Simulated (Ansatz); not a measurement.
**Relaxing Sn**

Level of theory: Ansatz, DFT r2SCAN, scalar-relativistic, plane waves, PAW. Cutoff 500 eV, Γ-centred k mesh, Gaussian smearing, no spin polarisation in the final step.

Sn was placed on the beta-tungsten (A15) structure type (Pm-3n, No. 223), at a guessed volume.

```xyz
8
Lattice="6.5994 0.0000 0.0000 0.0000 6.5994 0.0000 0.0000 0.0000 6.5994" Properties=species:S:1:pos:R:3 pbc="T T T"
Sn    3.2997    3.2997    3.2997
Sn    0.0000    0.0000    0.0000
Sn    1.6499    0.0000    3.2997
Sn    3.2997    1.6499    0.0000
Sn    3.2997    4.9496    0.0000
Sn    4.9496    0.0000    3.2997
Sn    0.0000    3.2997    4.9496
Sn    0.0000    3.2997    1.6499
```

Cell and atoms relax at zero pressure; the relaxation can't lower the symmetry of the start. After a coarse first stage the cell is made exact in the group found at 0.06 Å.

Energies count from the standard state of Sn at the same level.

Question: Describe the relaxed structure.

Answer: It keeps Pm-3n (No. 223). The result has the beta-tungsten (A15) structure. Conventional cell: a = 6.061 Å. Sn on Wyckoff site a (2 atoms of the primitive cell) is coordinated by 12 Sn at 3.39 Å; Sn on Wyckoff site c (6 atoms of the primitive cell) has 2 Sn at 3.03 Å, 4 Sn at 3.39 Å and 8 Sn at 3.71 Å.

```
Sn
1.0
     6.06146    0.00000    0.00000
     0.00000    6.06146    0.00000
     0.00000    0.00000    6.06146
Sn
8
Cartesian
  3.0307 3.0307 3.0307
  0.0000 0.0000 0.0000
  1.5154 0.0000 3.0307
  3.0307 1.5154 0.0000
  3.0307 4.5461 0.0000
  4.5461 0.0000 3.0307
  0.0000 3.0307 4.5461
  0.0000 3.0307 1.5154
```

Question: What are its volume, energy, density and gap?

Answer: The volume per atom is 27.84 Å³. The density is 7.08 g/cm³ and the energy over the standard structure is 0.32 eV/atom. The gap on the 6×6×6 mesh is 0 eV (a metal).

The final run used a 6×6×6 mesh on its 8-atom cell and 0.10 eV smearing. For metals, differences of a few meV/atom aren't resolved. A structure relaxed within its symmetry needn't be a true minimum. The steps took roughly 4 core-minutes in all.